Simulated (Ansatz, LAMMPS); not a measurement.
## Site preference of a vacancy of Al in amorphous Al2O3 (155 atoms)

Aim: make a vacancy of Al at several sites of amorphous Al2O3 (155 atoms), relax each, and compare their energies.

Program: Ansatz 0.2.0. Level of theory: Kohn-Sham DFT, RPBE, PAW (set soft_2), plane waves. Results are calculated unless marked as measured.

### Step 1. The structure

The cell holds 155 atoms: 62 Al and 93 O. Cell: a = 12.051 Å, b = 12.051 Å, c = 12.051 Å, α = 90.0°, β = 90.0°, γ = 90.0°. 155 atoms (62 Al, 93 O) placed at random at 3 g/cm³, melted at 5000 K for 10 ps at fixed volume with the Morse and Coulomb pair potential with partial charges (Pedone, Malavasi, Menziani, Cormack and Segre, J. Phys. Chem. B 110, 11780 (2006)). Quenched from 5000 K to 300 K at 20 K/ps and fixed volume, held 5 ps, then minimised at fixed cell.

What the set-up can't give: The quench rate of 20 K/ps is many orders above laboratory rates, so the cell is likely richer in defects and strain than a real sample. The network of bonds at the start is that of the classical potential that made the cell, and needn't be the one that DFT or experiment would give. The Brillouin zone is sampled at Γ only, in a cell whose shortest periodic width is 12 Å.

### Step 2. Single point at the start

A single point comes first, to see the forces before anything moves.

Input file input.yaml:

```yaml
crystal:
  lattice:
    - [12.051, 0.0, 0.0]
    - [0.0, 12.051, 0.0]
    - [0.0, 0.0, 12.051]
  atoms:
    - { symbol: Al, position: [0.34765, 0.75164, 0.57978] }
    - { symbol: Al, position: [0.82014, 0.85565, 0.52711] }
    - { symbol: Al, position: [0.44798, 0.136, 0.71486] }
    - { symbol: Al, position: [0.8085, 0.32935, 0.6335] }
    - { symbol: Al, position: [0.97329, 0.68716, 0.40387] }
    - { symbol: Al, position: [0.5418, 0.5461, 0.92402] }
    - { symbol: Al, position: [0.66475, 0.38447, 0.47342] }
    - { symbol: Al, position: [0.84874, 0.93052, 0.05289] }
    - { symbol: Al, position: [0.20078, 0.11652, 0.81684] }
    - { symbol: Al, position: [0.77646, 0.8539, 0.81051] }
    - { symbol: Al, position: [0.80758, 0.29725, 0.91324] }
    - { symbol: Al, position: [0.16615, 0.51759, 0.94178] }
    - { symbol: Al, position: [0.27568, 0.50384, 0.5597] }
    - { symbol: Al, position: [0.31887, 0.88774, 0.16501] }
    - { symbol: Al, position: [0.15752, 0.392, 0.37818] }
    - { symbol: Al, position: [0.76263, 0.87261, 0.29829] }
    - { symbol: Al, position: [0.40898, 0.74938, 0.82111] }
    - { symbol: Al, position: [0.42108, 0.345, 0.34861] }
    - { symbol: Al, position: [0.37108, 0.66132, 0.05609] }
    - { symbol: Al, position: [0.58823, 0.89571, 0.92019] }
    - { symbol: Al, position: [0.26325, 0.37006, 0.77153] }
    - { symbol: Al, position: [0.54387, 0.9467, 0.168] }
    - { symbol: Al, position: [0.97527, 0.7506, 0.67304] }
    - { symbol: Al, position: [0.85048, 0.07997, 0.84712] }
    - { symbol: Al, position: [0.41022, 0.60069, 0.34502] }
    - { symbol: Al, position: [0.05195, 0.17379, 0.43789] }
    - { symbol: Al, position: [0.01344, 0.49125, 0.57885] }
    - { symbol: Al, position: [0.3921, 0.01372, 0.93452] }
    - { symbol: Al, position: [0.22298, 0.82413, 0.93332] }
    - { symbol: Al, position: [0.66198, 0.64957, 0.4424] }
    - { symbol: Al, position: [0.06147, 0.83615, 0.18211] }
    - { symbol: Al, position: [0.10171, 0.10223, 0.19393] }
    [... 117 atom lines left out ...]
    - { symbol: O, position: [0.53607, 0.67691, 0.37041] }
    - { symbol: O, position: [0.25674, 0.57088, 0.04873] }
    - { symbol: O, position: [0.54535, 0.3147, 0.43002] }
    - { symbol: O, position: [0.37416, 0.52884, 0.46161] }
    - { symbol: O, position: [0.5103, 0.84746, 0.51585] }
    - { symbol: O, position: [0.52297, 0.01286, 0.66818] }
kpoints:
  mp_grid: { grid: [1, 1, 1] }
hamiltonian:
  xc: rpbe
scf:
  occupations: { method: fixed }
output:
  forces: true
```

Command:

```
$ ansatz run input.yaml --threads 4 --pin off --max-ram 8192MiB --backend cpu --events-out ev --progress --plain --runs-dir out
```

Numbers of over 12 decimals in the logs are rounded to 6 here.

Log:

```text
Engine: ansatz 0.2.0, aarch64-unknown-linux-gnu
Pseudopotentials: kind: paw
Pseudopotential: Al, paw, valence charge 3, recommended cutoff 420 eV (normal), Al.paw.azcp
Pseudopotential: O, paw, valence charge 6, recommended cutoff 420 eV (normal), O.paw.azcp
Functional definition: RPBE
  parameter kappa = 0.804
  parameter beta = 0.066725
  exchange = rpbe_x(kappa = kappa, mu = beta*pi^2/3)
  correlation = pbe_c(beta = beta)
Crystal: 155 atoms, lattice volume = 1750.126 Å³
Basis set: ecut = 420 eV, 34265 PW (Γ), exchange–correlation on 162×162×162 points (8 copies of the dense FFT grid, shifted against one another)
Bands: 527, of which v1, the nominal top of the filled ones, is band 372 counted from 1 (371 counted from 0)
Symmetry: 1 space group operations
Space group: P1 (ITA 1), of the structure as read, at distance tolerance 1.2e-4 Å
k-points: 1
Non-local potential: Al, projectors of the file, l = 0: 2, l = 1: 2, l = 2: 1
Non-local potential: O, projectors of the file, l = 0: 2, l = 1: 2, l = 2: 1
PAW form: soft (Blöchl's): semilocal exchange-correlation on the pseudo side does not see the compensation charge
PAW frozen core: Al, regenerated for the run's functional, and the local potential with it (the file was generated under x = pbe(κ = 0.804, μ = 0.219515), c = pbe(β = 0.066725))
PAW frozen core: O, regenerated for the run's functional, and the local potential with it (the file was generated under x = pbe(κ = 0.804, μ = 0.219515), c = pbe(β = 0.066725))
PAW one-centre angular grid: Al, 110 points (default); XC on 64 Gauss nodes
PAW one-centre angular grid: O, 110 points (default); XC on 64 Gauss nodes
Initial density: superposition of atomic densities (neutral atoms: chi_scale 0, normalization atom), corrected by the library's trained network
Initial wavefunctions: pseudopotential atomic-orbital guess
Functional: x = rpbe, c = pbe(β = 0.066725)
SCF iter   1: F=—  HF=-86643.601534 eV  |F-HF|=—  |Δ(HF+E_count)|=         —  Δρ=4.80e-3  dr2=5.00e-1  ethr=1.77e-3  ⟨swp⟩=5.0  Hψ=1688  notcnv=0  defer=151
preconditioner: auto → Resta (q_TF=auto, 2.366 Å⁻¹)  ε∞=3.3  [insulator: Δε(μ)=3.415 eV  Ē_g=15.856 eV  n_scr=388 (ndim 8)  ℏωp=24.2 eV  f_vac=0.046  ε∞_Penn≈3.3]
SCF iter   2: F=—  HF=-86643.511581 eV  |F-HF|=—  |Δ(HF+E_count)|=   9.00e-2  Δρ=2.40e-3  dr2=6.67e-2  ethr=6.73e-5  ⟨swp⟩=2.0  Hψ=762  notcnv=0  defer=153
SCF iter   3: F=—  HF=-86643.514850 eV  |F-HF|=—  |Δ(HF+E_count)|=   3.27e-3  Δρ=9.81e-4  dr2=2.08e-2  ethr=8.96e-6  ⟨swp⟩=4.0  Hψ=679  notcnv=0  defer=114
automatic band count: iteration 3 solves 488 bands in place of 527: the levels show a gap, and the empty bands left out lie too high to hold charge; the band table lists the bands solved (type scf.n_extra_bands for more)
SCF iter   4: F=—  HF=-86643.517647 eV  |F-HF|=—  |Δ(HF+E_count)|=   2.80e-3  Δρ=2.75e-4  dr2=1.26e-3  ethr=2.80e-6  ⟨swp⟩=3.0  Hψ=675  notcnv=0  defer=114
SCF iter   5: F=—  HF=-86643.518288 eV  |F-HF|=—  |Δ(HF+E_count)|=   6.40e-4  Δρ=1.64e-4  dr2=4.07e-4  ethr=1.69e-7  ⟨swp⟩=2.0  Hψ=749  notcnv=0  defer=114
SCF iter   6: F=—  HF=-86643.518511 eV  |F-HF|=—  |Δ(HF+E_count)|=   2.24e-4  Δρ=3.11e-5  dr2=2.03e-5  ethr=5.48e-8  ⟨swp⟩=2.0  Hψ=679  notcnv=0  defer=114
SCF iter   7: F=—  HF=-86643.523708 eV  |F-HF|=—  |Δ(HF+E_count)|=   5.20e-3  Δρ=2.73e-5  dr2=9.58e-6  ethr=2.73e-9  ⟨swp⟩=2.0  Hψ=860  notcnv=0  defer=110
SCF iter   8: F=—  HF=-86643.523709 eV  |F-HF|=—  |Δ(HF+E_count)|=   1.72e-6  Δρ=9.08e-6  dr2=1.05e-6  ethr=1.29e-9  ⟨swp⟩=2.0  Hψ=712  notcnv=0  defer=110
SCF iter   9: F=—  HF=-86643.523710 eV  |F-HF|=—  |Δ(HF+E_count)|=   9.68e-7  Δρ=3.22e-6  dr2=1.38e-7  ethr=1.42e-10  ⟨swp⟩=2.0  Hψ=729  notcnv=0  defer=110
SCF iter  10: F=-86643.523710 eV  HF=-86643.523710 eV  |F-HF|=9.84e-9  |Δ(HF+E_count)|=   3.24e-8  Δρ=1.65e-6  dr2=3.50e-8  ethr=1.34e-11  ⟨swp⟩=4.0  Hψ=1453  notcnv=0
SCF 1 converged in 10 iterations: F = -86643.523710 eV  dr2 = 3.50e-8
  greatest PAW one-centre occupation: 0.867 electrons in one spin orbital (limit 2), on the O atom at site 62 (counted from 0), in its partial waves of l = 0
SCF converged after 10 iterations
Free energy (F): -86643.523710 eV
Harris-Foulkes:  -86643.523710 eV  (|F-HF|=9.84e-9)
Internal energy: -86643.523710 eV  (E = F + TS)
E sigma→0 (E₀):  -86643.523710 eV
Fermi energy:    5.394654 eV
--- Per-component energies (eV) ---
  E_band       = -1291.397739
  E_kinetic    = 18218.483657
  E_local      = -41638.083450  (includes V_loc(G=0)·N_el)
  E_nonlocal   = 4968.679580
  E_hartree    = 15720.427276
  E_xc         = -9489.416522
  E_vxc        = -10719.447339  (∫ρ·V_xc dr)
  E_paw        = -44046.709690  (= ΣΔE_a)
  E_vpaw       = -3562.113510  (= ΣTr[D̂ρ^β])
  E_aug_tail   = 0.232663  (compensation charges beyond the density's cutoff)
  E_ewald      = -30374.123201
  E_core_change = -3.014023  (= ΣΔE_core)
  E_smearing   = -0.000000  (= −TS)
  E_closure    = 0.000000  (closes the sum)
  Σ components = -86643.523710   (vs F -86643.523710, Δ=0.00e0)
--- Forces (eV/Å), atoms counted from 1 ---
  atom   1  Al    -0.30920695     0.27087771     0.00963440
  atom   2  Al     0.76413659     0.00280502     0.19700807
  atom   3  Al     0.01755749     0.18231003    -0.16272362
  atom   4  Al    -0.35511246     0.13307636     0.12168307
  atom   5  Al     0.11006092     0.23766463    -0.23277642
  atom   6  Al     0.52396957    -0.20206057     0.45793113
  atom   7  Al     0.09017986     0.03188742     0.01759157
  atom   8  Al    -0.44790018     0.61995234    -0.38424885
  atom   9  Al    -0.19161247     0.04611965    -0.12025850
  atom  10  Al    -0.15704305     0.28810253     0.03709339
  atom  11  Al    -0.02828697    -0.03798768    -0.02527281
  atom  12  Al    -0.13657706    -0.46004713    -0.11841474
  atom  13  Al    -0.01534991     0.06753842    -0.14780402
  atom  14  Al    -0.47644091     0.29368113     0.04771017
[...]
atom 154  O     -0.33849381     0.03139173     1.03472478
  atom 155  O     -0.47437681    -0.30432639     0.44110054
  max |Σ_I F_I| component: 3.07e-4 eV/Å
```

Run time: 29 s. Hardware: 4 threads of Arm Neoverse V1, shared host; peak memory 2.3 GiB.

The r.m.s. force at the start is 0.44 eV/Å.

### Step 3. Relaxation

With the cell held, the atoms are moved downhill towards a nearby minimum.

Input file input.yaml:

```yaml
crystal:
  lattice:
    - [12.051, 0.0, 0.0]
    - [0.0, 12.051, 0.0]
    - [0.0, 0.0, 12.051]
  atoms:
    [... the 155 atom lines of step 2 ...]
kpoints:
  mp_grid: { grid: [1, 1, 1] }
hamiltonian:
  xc: rpbe
scf:
  occupations: { method: fixed }
output:
  forces: true
relax:
  f_tol: 0.05
  max_steps: 120
```

Log:

```text
[...]
Crystal: 155 atoms, lattice volume = 1750.126 Å³
Basis set: ecut = 420 eV, 34265 PW (Γ), exchange–correlation on 162×162×162 points (8 copies of the dense FFT grid, shifted against one another)
Bands: 527, of which v1, the nominal top of the filled ones, is band 372 counted from 1 (371 counted from 0)
Symmetry: 1 space group operations
[...]
k-points: 1
[...]
SCF iter   1: F=—  HF=-86643.601534 eV  |F-HF|=—  |Δ(HF+E_count)|=         —  Δρ=4.80e-3  dr2=5.00e-1  ethr=1.77e-3  ⟨swp⟩=5.0  Hψ=1688  notcnv=0  defer=151
[...]
SCF iter   7: F=-86643.523706 eV  HF=-86643.523708 eV  |F-HF|=2.28e-6  |Δ(HF+E_count)|=   3.56e-5  Δρ=2.38e-5  dr2=7.95e-6  ethr=2.75e-9  ⟨swp⟩=4.0  Hψ=1260  notcnv=0
SCF 1 converged in 7 iterations: F = -86643.523706 eV  dr2 = 7.95e-6
[...]
relax step   1: F+E_penalty+E_count = -86643.52370555 eV  Δ(F+E_penalty+E_count) = +0.000e0 eV  max|allowed force component| = 1.542e0 eV/Å  Δτ_max = 0.0000 Å  (7 SCF iters, dr2 threshold 6.25e-5 eV, accepted)
[... from here on, the SCF cycles and remarks between the steps are left out ...]
relax step   2: F+E_penalty+E_count = -86645.23203261 eV  Δ(F+E_penalty+E_count) = -1.708e0 eV  max|allowed force component| = 1.026e0 eV/Å  Δτ_max = 0.0744 Å  (6 SCF iters, dr2 threshold 1.00e-4 eV, accepted)
relax step   3: F+E_penalty+E_count = -86646.81378419 eV  Δ(F+E_penalty+E_count) = -1.582e0 eV  max|allowed force component| = 3.919e-1 eV/Å  Δτ_max = 0.2000 Å  (7 SCF iters, dr2 threshold 6.58e-5 eV, accepted)
relax step   4: F+E_penalty+E_count = -86647.35097668 eV  Δ(F+E_penalty+E_count) = -5.372e-1 eV  max|allowed force component| = 2.367e-1 eV/Å  Δτ_max = 0.2000 Å  (7 SCF iters, dr2 threshold 2.24e-5 eV, accepted)
relax step   5: F+E_penalty+E_count = -86647.53752489 eV  Δ(F+E_penalty+E_count) = -1.865e-1 eV  max|allowed force component| = 4.016e-1 eV/Å  Δτ_max = 0.2000 Å  (7 SCF iters, dr2 threshold 8.18e-6 eV, accepted)
relax step   6: F+E_penalty+E_count = -86647.69434298 eV  Δ(F+E_penalty+E_count) = -1.568e-1 eV  max|allowed force component| = 1.236e-1 eV/Å  Δτ_max = 0.2000 Å  (6 SCF iters, dr2 threshold 5.89e-5 eV, accepted)
relax step   7: F+E_penalty+E_count = -86647.75368263 eV  Δ(F+E_penalty+E_count) = -5.934e-2 eV  max|allowed force component| = 6.957e-2 eV/Å  Δτ_max = 0.2000 Å  (10 SCF iters, accepted)
relax step   8: F+E_penalty+E_count = -86647.77512295 eV  Δ(F+E_penalty+E_count) = -2.144e-2 eV  max|allowed force component| = 2.920e-2 eV/Å  Δτ_max = 0.1205 Å  (9 SCF iters, accepted)
SCF converged after 9 iterations
Free energy (F): -86647.775123 eV
[...]
Internal energy: -86647.775123 eV  (E = F + TS)
E sigma→0 (E₀):  -86647.775123 eV
Fermi energy:    4.958216 eV
[...]
Σ components = -86647.775123   (vs F -86647.775123, Δ=0.00e0)
--- Forces (eV/Å), atoms counted from 1 ---
  atom   1  Al     0.00646526     0.00456596     0.00226480
  atom   2  Al     0.00890296     0.01567081     0.00528757
  atom   3  Al     0.00427542     0.00015308     0.00366141
  atom   4  Al    -0.00245702     0.00396934    -0.00553683
[...]
atom 155  O     -0.00284382    -0.00165148     0.00105568
  max |Σ_I F_I| component: 2.19e-4 eV/Å
--- Relaxed structure (8 steps of the walk, 8 accepted, 0 SCFs on fresh bases) ---
  F+E_penalty+E_count = -86647.77512295 eV   max|allowed force component| = 2.920e-2 eV/Å
  atoms:
    - { symbol: Al, position: [0.359330, 0.751861, 0.575813] }
    - { symbol: Al, position: [0.815230, 0.851940, 0.522832] }
    - { symbol: Al, position: [0.445433, 0.144501, 0.709929] }
    - { symbol: Al, position: [0.799589, 0.295225, 0.625858] }
[...]
- { symbol: O, position: [0.524391, 0.024859, 0.663123] }
```

Elapsed: 2.9 min, on 4 threads; peak memory 2.2 GiB; 11 min of CPU time.

The relaxation converged after 8 steps, 4.25 eV below its start, with a largest force component of 0.029 eV/Å.

(Continued in part 2 of 3.)

[Logs are printed without paths, hosts, clocks, repeated set-up lines and the standing remarks that a program may print on its own settings, such as how far it seeks lower states.]

[Hosts, paths, dates, database ids (printed as entryN), source tags and the programs' standing remarks are cut or masked in the printed files.]
